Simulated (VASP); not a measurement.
# BaTiO3: O into a neighbouring O vacancy, part 5 of 7

How hard is this move in BaTiO3: O into a neighbouring O vacancy? Both ends are relaxed first, then a band of images between them. The start is a cell from a database of measured crystal structures.

VASP 6.6.1; PBEsol, no spin polarisation; plane waves and PAW (Ba_sv, Ti, O).

So far. Step 2 (Relax the host): The run ended after 3 ionic steps, 0.005 eV below its first step, once forces and stress met EDIFFG = -0.02. Step 3 (Relax the start): The run ended after 47 ionic steps, 2.014 eV below its first step, once the forces on the free atoms met EDIFFG = -0.05.

## (4) Relax the end (continued)

Parts of OUTCAR (step 4):

```text
NELECT = 248

 ion  position               nearest neighbor table
   1  0.251  0.247  0.252-  20 2.77  33 2.78  28 2.81  24 2.82  32 2.83  35 2.83  25 2.83  22 2.84
                            29 2.84  34 2.85  18 2.85  14 3.39  13 3.42  12 3.44  10 3.44   9 3.44
   2  0.254  0.246  0.744-  21 2.75  33 2.78  17 2.79  29 2.79  25 2.79  35 2.79  32 2.84  19 2.86
                            28 2.87  34 2.87  23 2.88  14 3.40  16 3.42  10 3.43  12 3.46  13 3.46
   3  0.252  0.756  0.247-  20 2.77  32 2.77  33 2.78  26 2.80  24 2.81  30 2.81  31 2.85  34 2.85
                            22 2.85  27 2.87  18 2.88  35 2.89  13 3.37  14 3.40   9 3.41  10 3.43
   4  0.247  0.751  0.748-  26 2.80  19 2.81  35 2.81  27 2.81  32 2.81  17 2.82  33 2.82  21 2.82
                            30 2.82  34 2.84  31 2.86  23 2.88  10 3.42   9 3.43  11 3.44  12 3.45
   5  0.749  0.249  0.251-  29 2.78  39 2.79  28 2.79  24 2.81  22 2.82  38 2.82  20 2.82  18 2.82
                            37 2.83  36 2.84  25 2.84  14 3.43  13 3.45  12 3.45  10 3.46  16 3.47
   6  0.749  0.251  0.750-  29 2.78  23 2.78  25 2.81  17 2.81  38 2.82  36 2.82  19 2.83  21 2.83
                            37 2.83  28 2.84  39 2.84  16 3.45  11 3.45  15 3.46  12 3.47  10 3.48
   7  0.748  0.749  0.248-  31 2.79  22 2.80  39 2.81  38 2.81  36 2.82  18 2.82  30 2.82  27 2.83
                            24 2.83  37 2.83  26 2.83  20 2.85  15 3.42  13 3.43  14 3.45  11 3.47
   8  0.750  0.747  0.747-  23 2.75  27 2.78  31 2.78  37 2.80  19 2.81  39 2.83  30 2.83  38 2.84
                            36 2.84  26 2.85  21 2.86  17 2.88  16 3.43  15 3.44  11 3.44  12 3.46
   9  0.004  1.000  1.000-  24 1.97  32 1.98  17 1.99  36 2.03  26 2.05   3 3.41   4 3.43   1 3.44
                             2 3.47   7 3.48   5 3.48   6 3.48   8 3.50
  10  0.001  0.999  0.499-  27 1.97  33 1.97  25 1.99  17 2.00  37 2.02  24 2.02   4 3.42   2 3.43
                             3 3.43   1 3.44   5 3.46   8 3.46   6 3.48   7 3.48
  11  0.001  0.501  0.997-  26 1.94  19 1.97  34 1.98  18 2.02  38 2.03   4 3.44   8 3.44   6 3.45
                             7 3.47   3 3.49   1 3.49   5 3.49   2 3.51
  12  0.002  0.499  0.497-  18 1.98  35 1.98  25 1.99  39 2.00  19 2.02  27 2.03   1 3.44   4 3.45
                             5 3.45   2 3.46   8 3.46   6 3.47   7 3.48   3 3.49
  13  0.498  0.999  0.004-  20 1.95  32 1.97  28 1.98  30 1.99  21 2.00  36 2.01   3 3.37   1 3.42
                             7 3.43   5 3.45   2 3.46   4 3.48   6 3.49   8 3.51
  14  0.497  0.000  0.495-  20 1.96  29 1.97  33 1.98  37 2.01  31 2.02  21 2.06   1 3.39   3 3.40
                             2 3.40   5 3.43   7 3.45   4 3.47   6 3.49   8 3.50
  15  0.500  0.502  0.999-  38 1.97  30 1.98  22 1.98  34 2.00  23 2.01  28 2.04   7 3.42   8 3.44
                             6 3.46   3 3.46   5 3.47   4 3.47   1 3.48   2 3.49
  16  0.498  0.501  0.502-  23 1.96  31 1.97  35 1.98  39 2.02  29 2.02  22 2.03   2 3.42   8 3.43
                             6 3.45   4 3.45   1 3.46   5 3.47   7 3.47   3 3.49
  17  0.002  0.005  0.751-   9 1.99  10 2.00   2 2.79   6 2.81   4 2.82   8 2.88
  18  0.999  0.500  0.250-  12 1.98  11 2.02   7 2.82   5 2.82   1 2.85   3 2.88
  19  0.000  0.500  0.750-  11 1.97  12 2.02   8 2.81   4 2.81   6 2.83   2 2.86
  20  0.496  0.002  0.249-  13 1.95  14 1.96   3 2.77   1 2.77   5 2.82   7 2.85
  21  0.497  0.002  0.753-  13 2.00  14 2.06   2 2.75   4 2.82   6 2.83   8 2.86
  22  0.501  0.500  0.248-  15 1.98  16 2.03   7 2.80   5 2.82   1 2.84   3 2.85
  23  0.507  0.502  0.747-  16 1.96  15 2.01   8 2.75   6 2.78   2 2.88   4 2.88
[...]
38  0.747  0.498  0.001-  15 1.97  11 2.03   7 2.81   6 2.82   5 2.82   8 2.84
  39  0.751  0.499  0.495-  12 2.00  16 2.02   5 2.79   7 2.81   8 2.83   6 2.84

 Found      8 irreducible k-points:

 E-fermi :   2.5504

 k-point     1 :       0.0000    0.0000    0.0000
  band No.  band energies     occupation
    ...
    120       2.0142      2.00000
    121       2.1445      2.00000
    122       2.1590      2.00000
    123       2.1611      2.00000
    124       2.2536      2.00000
    125       3.9310      0.00000
    126       3.9614      0.00000
    127       4.0173      0.00000
    128       4.0979      0.00000
    129       4.1514      0.00000
    ...

 k-point     2 :       0.5000    0.0000    0.0000
  band No.  band energies     occupation
    ...
    120       1.7527      2.00000
    121       1.7632      2.00000
    122       1.7973      2.00000
    123       1.8220      2.00000
    124       2.1394      2.00000
    125       4.0721      0.00000
    126       4.0867      0.00000
    127       4.4849      0.00000
    128       4.6308      0.00000
    129       4.7736      0.00000
    ...

  Total      -27.6429153    -18.9636985    -26.4292681      0.0284204      0.0734650     -0.0685924
  in kB      -87.0846999    -59.7421789    -83.2612933      0.0895341      0.2314402     -0.2160896
  external PRESSURE =     -76.6960574 kB  Pullay stress =       0.0000000 kB

 POSITION                                       TOTAL-FORCE (eV/Angst)
 -----------------------------------------------------------------------------------
      2.05151      1.99566      2.03503        -0.005401     -0.011219     -0.024937
      2.04261      1.99273      5.92678        -0.009285     -0.015243      0.018797
      2.03882      5.98605      2.02022        -0.011905     -0.007782     -0.031913
      2.03588      5.99034      5.93504        -0.018624      0.003823      0.015945
      5.93015      1.99998      2.04095         0.007134     -0.007288     -0.035228
      5.94125      2.00123      5.91809         0.003730     -0.017915      0.018912
      5.94844      5.98294      2.02402         0.013863     -0.001631     -0.024937
      5.95183      5.98559      5.93005         0.023288      0.008134      0.007602
      0.02192      7.82373      7.94433         0.000650     -0.004329      0.006735
      0.01383      7.93986      3.92697         0.011275      0.013860     -0.045884
      0.00887      4.14606      7.95012         0.002193     -0.009487     -0.015569
      7.94511      3.90938      3.93705         0.009571      0.041044     -0.004553
      4.03772      0.08005      7.93002        -0.003373     -0.002152     -0.010150
      4.00593      0.01428      3.93208         0.025486      0.010859      0.010827
      4.00488      4.03005      0.02533        -0.006729     -0.011424     -0.024377
      3.94672      4.02445      4.01903        -0.016809     -0.032877     -0.031554
      7.96700      0.10234      6.06744        -0.011958      0.021121      0.027668
      0.00176      3.90324      1.94979         0.011852     -0.009692      0.015058
      0.00354      3.90068      6.05900         0.008390     -0.005141     -0.009540
      3.98328      7.94543      2.00822        -0.004980      0.012223      0.039165
      3.98455      7.94552      6.02329        -0.006444      0.010481     -0.014919
      3.99787      3.97326      1.97286         0.007597      0.010456      0.021903
      3.99697      3.97439      5.96943         0.004853      0.014878     -0.003009
      7.96869      0.09571      1.96797        -0.008685      0.007746     -0.007469
      0.00665      2.02449      3.99493         0.003008      0.000206      0.006061
      7.98202      5.98429      7.97634         0.000339      0.015670     -0.000418
      0.00634      6.03167      3.99022         0.001372     -0.029633      0.004700
      3.98516      1.95924      7.97732         0.000184     -0.006790      0.008210
      3.99639      1.97413      3.98704        -0.005558      0.022014     -0.002002
      3.98914      5.93033      7.97858        -0.004882     -0.019532      0.004270
      3.99763      5.96878      3.98674         0.000586     -0.002126      0.004922
      1.91432      0.08635      0.01787        -0.023212      0.010899      0.026840
      1.98353      7.97995      4.00276         0.008743      0.005668      0.003335
      1.93668      3.88693      0.00437         0.005532      0.001752      0.000219
      2.00952      4.01088      3.98320         0.026042     -0.006553      0.007052
      6.02330      0.08228      0.01819         0.011226      0.001125      0.021079
      5.98139      7.97964      4.00200        -0.026761      0.001191      0.006004
      6.03964      3.88610      0.00177        -0.001955     -0.007571      0.009542
      6.02296      4.01024      3.98433        -0.020356     -0.004765      0.001611
 -----------------------------------------------------------------------------------
    total drift:                                0.015702      0.000307      0.010005

  FREE ENERGIE OF THE ION-ELECTRON SYSTEM (eV)
  ---------------------------------------------------
  free  energy   TOTEN  =      -331.5263762552 eV

  energy  without entropy=     -331.5263762552  energy(sigma->0) =     -331.52637626

 total charge
# of ion       s       p       d       tot
------------------------------------------
    1        2.003   5.626   0.336   7.965
    2        2.003   5.626   0.332   7.961
    3        2.001   5.626   0.323   7.949
    4        2.001   5.625   0.321   7.947
    5        2.003   5.626   0.338   7.968
    6        2.003   5.626   0.335   7.964
    7        2.001   5.626   0.323   7.950
    8        2.001   5.625   0.322   7.948
    9        0.571   1.028   2.747   4.346
   10        0.527   0.986   2.529   4.042
   11        0.569   1.029   2.734   4.332
   12        0.529   0.986   2.543   4.058
   13        0.531   0.986   2.554   4.071
   14        0.536   1.016   2.556   4.108
   15        0.524   0.985   2.517   4.026
   16        0.537   1.016   2.558   4.110
   17        1.588   3.426   0.000   5.014
   18        1.587   3.433   0.000   5.019
   19        1.588   3.428   0.000   5.015
   20        1.588   3.446   0.000   5.033
   21        1.588   3.443   0.000   5.031
   22        1.587   3.445   0.000   5.032
   23        1.587   3.444   0.000   5.031
   24        1.587   3.431   0.000   5.018
   25        1.590   3.442   0.000   5.032
   26        1.593   3.488   0.000   5.081
   27        1.588   3.433   0.000   5.021
   28        1.590   3.443   0.000   5.033
   29        1.587   3.449   0.000   5.036
   30        1.588   3.433   0.000   5.021
   31        1.587   3.454   0.000   5.041
   32        1.587   3.427   0.000   5.015
   33        1.587   3.444   0.000   5.031
   34        1.587   3.427   0.000   5.013
   35        1.587   3.445   0.000   5.032
   36        1.586   3.432   0.000   5.019
   37        1.587   3.444   0.000   5.031
   38        1.586   3.428   0.000   5.014
   39        1.587   3.445   0.000   5.032
--------------------------------------------------
tot         56.855 132.168  23.368 212.391

[... 6 parts as in an earlier step ...]

[... 5 further parts left out ...]
```

The steps of the relaxation (22 of 24):

| step | energy less that of the first step (eV) | largest force (eV/Å) |
| --- | --- | --- |
| 1 | 0.0000 | 4.7440 |
| 2 | -1.5656 | 1.3354 |
| 3 | -1.5696 | 1.2568 |
| 4 | -1.6547 | 1.5247 |
| 5 | -1.6589 | 1.0305 |
| 6 | -1.7360 | 0.2848 |
| 8 | -1.7684 | 0.1749 |
| 9 | -1.7690 | 0.2492 |
| 10 | -1.7777 | 0.2169 |
| 11 | -1.7784 | 0.3331 |
| 12 | -1.7852 | 0.1207 |
| 13 | -1.7878 | 0.2575 |
| 14 | -1.7940 | 0.1230 |
| 15 | -1.7976 | 0.2284 |
| 16 | -1.8026 | 0.1789 |
| 17 | -1.8071 | 0.1118 |
| 19 | -1.8122 | 0.2077 |
| 20 | -1.8145 | 0.1134 |
| 21 | -1.8157 | 0.0984 |
| 22 | -1.8172 | 0.0596 |
| 23 | -1.8180 | 0.0851 |
| 24 | -1.8194 | 0.0492 |

The atoms that moved most (Å):

| atom | dx | dy | dz | length |
| --- | --- | --- | --- | --- |
| Ti9 | -0.007 | -0.157 | -0.037 | 0.162 |
| Ti11 | 0.000 | 0.149 | -0.009 | 0.150 |
| Ti13 | 0.065 | 0.088 | -0.085 | 0.138 |
| O32 | -0.091 | 0.099 | 0.023 | 0.137 |
| O38 | 0.076 | -0.090 | -0.005 | 0.118 |
| O19 | 0.001 | -0.090 | 0.069 | 0.113 |
| O34 | -0.050 | -0.100 | 0.011 | 0.112 |
| O17 | -0.028 | 0.063 | 0.077 | 0.103 |

Final coordinates:

```cif
data_structure
_symmetry_space_group_name_H-M 'P 1'
_symmetry_Int_Tables_number 1
_cell_length_a 7.9821
_cell_length_b 7.9821
_cell_length_c 7.9821
_cell_angle_alpha 90.000
_cell_angle_beta 90.000
_cell_angle_gamma 90.000
_cell_volume 508.57
loop_
_atom_site_label
_atom_site_type_symbol
_atom_site_fract_x
_atom_site_fract_y
_atom_site_fract_z
_atom_site_occupancy
Ba1 Ba 0.25701 0.25002 0.25495 1
Ba2 Ba 0.25590 0.24965 0.74251 1
Ba3 Ba 0.25542 0.74993 0.25309 1
Ba4 Ba 0.25506 0.75047 0.74354 1
Ba5 Ba 0.74293 0.25056 0.25569 1
Ba6 Ba 0.74432 0.25071 0.74142 1
Ba7 Ba 0.74522 0.74954 0.25357 1
Ba8 Ba 0.74565 0.74988 0.74292 1
Ti9 Ti 0.00275 0.98016 0.99527 1
Ti10 Ti 0.00173 0.99471 0.49197 1
Ti11 Ti 0.00111 0.51942 0.99599 1
Ti12 Ti 0.99537 0.48977 0.49323 1
Ti13 Ti 0.50585 0.01003 0.99347 1
Ti14 Ti 0.50186 0.00179 0.49261 1
Ti15 Ti 0.50173 0.50489 0.00317 1
Ti16 Ti 0.49445 0.50418 0.50351 1
O17 O 0.99811 0.01282 0.76013 1
O18 O 0.00022 0.48900 0.24427 1
O19 O 0.00044 0.48868 0.75907 1
O20 O 0.49903 0.99540 0.25159 1
O21 O 0.49919 0.99542 0.75460 1
O22 O 0.50085 0.49777 0.24716 1
O23 O 0.50074 0.49791 0.74785 1
O24 O 0.99832 0.01199 0.24655 1
O25 O 0.00083 0.25363 0.50049 1
O26 O 0.99999 0.74971 0.99928 1
O27 O 0.00079 0.75565 0.49990 1
O28 O 0.49926 0.24545 0.99940 1
O29 O 0.50067 0.24732 0.49950 1
O30 O 0.49976 0.74295 0.99956 1
O31 O 0.50082 0.74777 0.49946 1
O32 O 0.23983 0.01082 0.00224 1
O33 O 0.24850 0.99973 0.50147 1
O34 O 0.24263 0.48696 0.00055 1
O35 O 0.25175 0.50248 0.49902 1
O36 O 0.75460 0.01031 0.00228 1
O37 O 0.74935 0.99969 0.50137 1
O38 O 0.75665 0.48685 0.00022 1
O39 O 0.75456 0.50240 0.49916 1
```

This step gave:

- electronic cycles: 242
- free energy (TOTEN): -331.5264 eV
- Fermi energy: 2.550 eV
- gap on the k-mesh: 1.677 eV
- least direct gap on the k-mesh: 1.677 eV

The run ended after 24 ionic steps, 1.819 eV below its first step, once the forces on the free atoms met EDIFFG = -0.05.

(Continued in part 6 of 7.)

[Lines on the potential files, build, host, timing and source positions are cut from VASP's logs without a mark.]

[Logs are printed without paths, hosts, clocks, repeated set-up lines and the standing remarks that a program may print on its own settings, such as how far it seeks lower states.]

[Hosts, paths, dates, database ids (printed as entryN), source tags and the programs' standing remarks are cut or masked in the printed files.]

[Runs that stopped without an error message from VASP are left out.]
